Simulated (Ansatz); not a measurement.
Runs of Ansatz 0.2.0 on EuS. It takes space group Fm-3m (No. 225, cubic). The conventional cell has a = 5.957 Å, b = 5.957 Å, c = 5.957 Å, α = 90.00°, β = 90.00°, γ = 90.00°. Around Eu (site symmetry m-3m) lie 6 S at 2.98 Å. Around S (site symmetry m-3m) lie 6 Eu at 2.98 Å. 

| task | level | cell | smearing | gap on the mesh (eV) | pressure (GPa) | moment (μB) | relaxed volume (Å³/atom) |
| --- | --- | --- | --- | --- | --- | --- | --- |
| relaxation of cell and atoms | RPBE+D3(BJ) | relaxed | fermi-dirac 0.05 eV | none | 0.0 | 6.81 | 19.07 |
| single point | PBE | as given | gaussian 0.029 eV | none | (b) | 6.99 | - |
| relaxation of cell and atoms | RPBE+D4 | relaxed | fermi-dirac 0.05 eV | - | 0.0 | 6.97 | 24.44 |
| relaxation of cell and atoms | revPBE+D3(BJ) | relaxed | fermi-dirac 0.05 eV | - | 0.0 | (a) | 23.75 |
| relaxation of cell and atoms | BLYP+D3(BJ) | relaxed | fermi-dirac 0.05 eV | - | 0.0 | 6.94 | 24.19 |

Alike in all rows: potentials or basis Ansatz PAW; spin collinear, ferromagnetic start; k mesh 8 × 8 × 8; cutoff (eV) 420.

Question: Estimate the missing entries.

Answer: (a) 6.96; (b) -2.5.

Caveats: spin-orbit coupling is left out, which moves the levels of the heavy elements; a cell with one magnetic atom can't hold antiferromagnetic order, which such compounds often take; without U or exact exchange the open f shell lies at the Fermi level, which spoils levels, moments and volumes; the plane-wave basis is chosen anew once the cell has moved, so the energies of steps on either side of that aren't comparable (some runs); the PAW data sets come from PBE, with cores solved anew for the run's functional, which leaves a small shift of forces and pressure (some runs); the electronic state changed during the relaxation (some runs); the volume moved by over 15 % at a fixed basis, so the end points are rough (some runs).

A k mesh can miss the band edges, and the runs leave out spin-orbit coupling on Eu.

A gap of «none» marks a metal or a gap under the smearing width.
